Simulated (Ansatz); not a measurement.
The decay constant κ of evanescent states in the gap governs leakage through a thin film.

Consider the following.

```xyz
3
Lattice="4.1002 0.0000 0.0000 0.0000 4.1002 0.0000 2.0501 -2.0501 2.8993" Properties=species:S:1:pos:R:3 pbc="T T T"
Sr     0.0000     0.0000     0.0000
F      2.0501     0.0000     1.4496
F      4.1002     2.0501     1.4496
```

The cell is taken as given.

Transport runs along the normal of the first two printed cell vectors, the (001) plane of the conventional cell.

No gap correction and no spin-orbit coupling; mid-gap is the computed energy nearest the middle.

**Question.** Estimate the band gap and the smallest decay constant κ at mid-gap that r2SCAN (Ansatz, a program for electronic structure) returns for this system.

**Answer.** Gap 7.58 eV on a 10×10×10 mesh; κ = 0.540 1/Å, at the zone centre.
